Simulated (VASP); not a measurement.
# RbCl (Fm-3m) in VASP: notebook

Runs on RbCl. Level: PBE. Tasks: relaxation of the atoms.

All numbers are computed with VASP 6.6.1; they aren't measurements. Logs are shortened: lines on timing, memory, paths and dates and some standing lists are left out, and cuts for length are marked.

### Step 1. The undisturbed crystal

Symmetry: Fm-3m, No. 225, cubic system. Conventional cell: a = 6.548 Å, b = 6.548 Å, c = 6.548 Å, α = 90.00°, β = 90.00°, γ = 90.00°. Around Rb (site symmetry m-3m) lie 6 Cl at 3.27 Å. Cl (site symmetry m-3m) is surrounded by 6 Rb at 3.27 Å.

### Step 2. Relaxation of the atoms, PBE (a relaxed cell with its volume scaled by 1.02)

INCAR reads:

```
PREC = Accurate
ENCUT = 300
EDIFF = 1E-7
ISMEAR = 0
SIGMA = 0.03
LREAL = F
LASPH = T
NELM = 80
ALGO = Normal
ISIF = 2
LWAVE = F
LCHARG = F
GGA = PE
IBRION = 2
NSW = 40
EDIFFG = -0.01
```

KPOINTS reads:

```
regular mesh
0
Gamma
  4 4 4
```

POSCAR reads:

```
RbCl                                    
1.0
   -0.0000000000      3.3757552290      3.3757552290
    3.3757552290     -0.0000000000      3.3757552290
    3.3757552290      3.3757552290     -0.0000000000
  Rb              Cl            
     1     1
Direct
     0.0000000000000000    0.0000000000000000    0.0000000000000000
     0.5000000000000000    0.5000000000000000    0.5000000000000000
```

Potentials or basis: VASP PAW PBE potentials, release 64 (Rb_pv, Cl).

Command:

```sh
cat potpaw_PBE.64/Rb_pv/POTCAR potpaw_PBE.64/Cl/POTCAR > POTCAR
mpirun -np 1 vasp_std > vasp.out
```

OUTCAR:

```text
PREC = Accurate
   ENCUT = 300
   EDIFF = 1E-7
   ISMEAR = 0
   LREAL = F
   LASPH = T
   NELM = 80
   ISIF = 2
   GGA = PE
   IBRION = 2
   NSW = 40
   EDIFFG = -0.01

 ion  position               nearest neighbor table
   1  0.000  0.000  0.000-   2 3.38   2 3.38   2 3.38   2 3.38   2 3.38   2 3.38
   2  0.500  0.500  0.500-   1 3.38   1 3.38   1 3.38   1 3.38   1 3.38   1 3.38

  LATTYP: Found a face centered cubic cell.
 ALAT       =     6.7515104580

  Lattice vectors:

 A1 = (   0.0000000000,   3.3757552290,   3.3757552290)
 A2 = (   3.3757552290,   0.0000000000,   3.3757552290)
 A3 = (   3.3757552290,   3.3757552290,   0.0000000000)

Analysis of symmetry for initial positions (statically):
=====================================================================
 Subroutine PRICEL returns:
 Original cell was already a primitive cell.

 Routine SETGRP: Setting up the symmetry group for a
 face centered cubic supercell.

 Subroutine GETGRP returns: Found 48 space group operations
 (whereof 48 operations were pure point group operations)
 out of a pool of 48 trial point group operations.

The static configuration has the point symmetry O_h .

Analysis of symmetry for dynamics (positions and initial velocities):
=====================================================================
 Subroutine PRICEL returns:
 Original cell was already a primitive cell.

 Routine SETGRP: Setting up the symmetry group for a
 face centered cubic supercell.

 Subroutine GETGRP returns: Found 48 space group operations
 (whereof 48 operations were pure point group operations)
 out of a pool of 48 trial point group operations.

The dynamic configuration has the point symmetry O_h .

 Subroutine INISYM returns: Found 48 space group operations
 (whereof 48 operations are pure point group operations),
 and found     1 'primitive' translations

----------------------------------------------------------------------------------------

                                     Primitive cell

  volume of cell :      76.9383

  direct lattice vectors                    reciprocal lattice vectors
     0.000000000  3.375755229  3.375755229    -0.148115004  0.148115004  0.148115004
     3.375755229  0.000000000  3.375755229     0.148115004 -0.148115004  0.148115004
     3.375755229  3.375755229  0.000000000     0.148115004  0.148115004 -0.148115004

  length of vectors
     4.774038828  4.774038828  4.774038828     0.256542713  0.256542713  0.256542713

  position of ions in fractional coordinates (direct lattice)
     0.000000000  0.000000000  0.000000000
     0.500000000  0.500000000  0.500000000
[... 73 lines left out ...]
   EMIN   =  10.00;   EMAX   =-10.00  energy-range for DOS
   EFERMI =   0.00;   METHOD = LEGACY
   ISMEAR =     0;   SIGMA  =   0.03  broadening in eV -4-tet -1-fermi 0-gaus
   EFERMI_NEDOS =   21; number of points for ismear=-14 and -15
   IALGO  =     38    algorithm
   IMIX   =      4    mixing-type and parameters
     AMIX     =   0.40;   BMIX     =  1.00
     AMIX_MAG =   1.60;   BMIX_MAG =  1.00
  volume/ion in A,a.u.               =      38.47       259.60
  Fermi-wavevector in a.u.,A,eV,Ry     =   0.927691  1.753081 11.709312  0.860610
  Thomas-Fermi vector in A             =   2.053788
   LORBIT       =      0    0 simple, 1 ext, 2 COOP (PROOUT), +10 PAW based schemes
   GGA     = PE    functional components
   LHFCALC =     F    Hartree Fock is set to
   AEXX    =    0.0000 exact exchange contribution
   IVDW    =     0    specifies the selected vdW correction
   LEPSILON=     F    determine dielectric tensor
   LRPA    =     F    only Hartree local field effects (RPA)
 conjugate gradient relaxation of ions
 non-spin polarized calculation
 Gauss-broadening in eV      SIGMA  =   0.03
  energy-cutoff  :      300.00
  volume of cell :       76.94
 maximum number of plane-waves:       934
 NGX is ok and might be reduce to    28
   NGX = 13   NGY = 13   NGZ = 13

 number of electron      14.0000002 magnetization

 Free energy of the ion-electron system (eV)
  ---------------------------------------------------
  ext. energy  EPLUGINS =         0.00000000
  ---------------------------------------------------
  free energy    TOTEN  =        -6.63527836 eV

  energy without entropy =       -6.63527836  energy(sigma->0) =       -6.63527836

 E-fermi :  -3.2718     XC(G=0):  -7.0141

 val. band max:       -3.4415018792   @ k =   0.0000   0.0000   0.0000
 cond. band min:       1.3047843393   @ k =   0.0000   0.0000   0.0000
 fundamental gap:      4.7462862186
 Fermi energy:        -3.2717696486

 k-point     1 :       0.0000    0.0000    0.0000
  band No.  band energies     occupation
      1     -15.3930      2.00000
      2     -11.6165      2.00000
      3     -11.6165      2.00000
      4     -11.6165      2.00000
      5      -3.4415      2.00000
      6      -3.4415      2.00000
      7      -3.4415      2.00000
      8       1.3048      0.00000
      9       4.4802      0.00000
     10       4.4802      0.00000
     11       4.4802      0.00000
[... 85 lines left out ...]
 k-point     8 :      -0.2500    0.5000    0.2500
  band No.  band energies     occupation
      1     -15.3661      2.00000
      2     -11.7499      2.00000
      3     -11.7499      2.00000
      4     -11.6118      2.00000
      5      -3.8213      2.00000
      6      -3.6821      2.00000
      7      -3.6821      2.00000
      8       4.1072      0.00000
      9       4.1072      0.00000
     10       5.5139      0.00000
     11       5.5654      0.00000

------------------------ aborting loop because EDIFF is reached ----------------------------------------

  FORCE on cell =-STRESS in cart. coord.  units (eV):
  Direction    XX          YY          ZZ          XY          YZ          ZX
  --------------------------------------------------------------------------------------
  -------------------------------------------------------------------------------------
  Total       -0.1329257     -0.1329257     -0.1329257      0.0000000     -0.0000000      0.0000000
  in kB       -2.7680666     -2.7680666     -2.7680666      0.0000000     -0.0000000      0.0000000
  external PRESSURE =      -2.7680666 kB  Pullay stress =       0.0000000 kB

 VOLUME and BASIS-vectors are now :
 -----------------------------------------------------------------------------
  energy-cutoff  :      300.00
  volume of cell :       76.94
      direct lattice vectors                 reciprocal lattice vectors
     0.000000000  3.375755229  3.375755229    -0.148115004  0.148115004  0.148115004
     3.375755229  0.000000000  3.375755229     0.148115004 -0.148115004  0.148115004
     3.375755229  3.375755229  0.000000000     0.148115004  0.148115004 -0.148115004

 POSITION                                       TOTAL-FORCE (eV/Angst)
 -----------------------------------------------------------------------------------
      0.00000      0.00000      0.00000        -0.000000     -0.000000     -0.000000
      3.37576      3.37576      3.37576         0.000000      0.000000      0.000000
 -----------------------------------------------------------------------------------
    total drift:                                0.000000      0.000000      0.000000

  FREE ENERGIE OF THE ION-ELECTRON SYSTEM (eV)
  ---------------------------------------------------
  free  energy   TOTEN  =        -6.6352783591 eV

  energy  without entropy=       -6.6352783591  energy(sigma->0) =       -6.63527836

 reached required accuracy - stopping structural energy minimisation
```

Run time: 4.8 s. Hardware: 1 thread of Intel Xeon Platinum 8488C (Sapphire Rapids), shared host; peak memory 0.14 GiB.

Results:

```yaml
Free_energy: -6.6353 eV
Pressure_after_relaxing: -0.3 GPa
Band_gap_on_the_k_mesh: 4.75 eV, direct
```

Final structure:
```cif
data_structure
_symmetry_space_group_name_H-M 'P 1'
_symmetry_Int_Tables_number 1
_cell_length_a 4.7740
_cell_length_b 4.7740
_cell_length_c 4.7740
_cell_angle_alpha 60.000
_cell_angle_beta 60.000
_cell_angle_gamma 60.000
_cell_volume 76.94
loop_
_atom_site_label
_atom_site_type_symbol
_atom_site_fract_x
_atom_site_fract_y
_atom_site_fract_z
_atom_site_occupancy
Rb1 Rb 0.00000 0.00000 0.00000 1
Cl1 Cl 0.50000 0.50000 0.50000 1
```

Caveat: the cutoff is under 1.25 times the usual one of these potentials, so pressure, stress and relaxed cells hold a basis-set (Pulay) error; the relaxation stopped at its first step, so nothing moved.

### Step 3. Relaxation of the atoms, PBE (a relaxed cell with its volume scaled by 1.04)

INCAR is that of step 2.

KPOINTS is that of step 2.

POSCAR reads:

```
RbCl                                    
1.0
   -0.0000000000      3.3976763317      3.3976763317
    3.3976763317     -0.0000000000      3.3976763317
    3.3976763317      3.3976763317     -0.0000000000
  Rb              Cl            
     1     1
Direct
     0.0000000000000000    0.0000000000000000    0.0000000000000000
     0.5000000000000000    0.5000000000000000    0.5000000000000000
```

Potentials or basis: VASP PAW PBE potentials, release 64 (Rb_pv, Cl).

Command:

```sh
cat potpaw_PBE.64/Rb_pv/POTCAR potpaw_PBE.64/Cl/POTCAR > POTCAR
mpirun -np 1 vasp_std > vasp.out
```

Wall time 4.6 s (1 thread of Intel Xeon Platinum 8488C (Sapphire Rapids), shared host); peak memory 0.15 GiB.

It converged, with:

* Free energy: -6.6324 eV
* Pressure after relaxing: -0.5 GPa
* Band gap on the k mesh: 4.69 eV, direct

Final structure:
```
Rb Cl
1.0
     0.00000    3.39768    3.39768
     3.39768    0.00000    3.39768
     3.39768    3.39768    0.00000
Rb Cl
1 1
Direct
  0.00000 0.00000 0.00000
  0.50000 0.50000 0.50000
```

Levels at points of the mesh, in eV from the valence-band top:
| k point | band 3 | band 4 | band 5 | band 6 | band 7 | band 8 | band 9 | band 10 | band 11 |
| --- | --- | --- | --- | --- | --- | --- | --- | --- | --- |
| (0.00, 0.00, 0.00) | -8.22 | -8.22 | 0.00 | 0.00 | 0.00 | 4.69 | 7.90 | 7.90 | 7.90 |
| (0.50, 0.00, 0.00) | -8.24 | -8.22 | -0.74 | -0.27 | -0.27 | 7.42 | 7.60 | 9.80 | 9.80 |
| (0.50, 0.50, 0.00) | -8.29 | -8.29 | -0.33 | -0.11 | -0.11 | 6.24 | 7.62 | 9.19 | 9.85 |

Caveat: the cutoff is under 1.25 times the usual one of these potentials, so pressure, stress and relaxed cells hold a basis-set (Pulay) error; the relaxation stopped at its first step, so nothing moved.

(Part 1 of 2 ends here.)
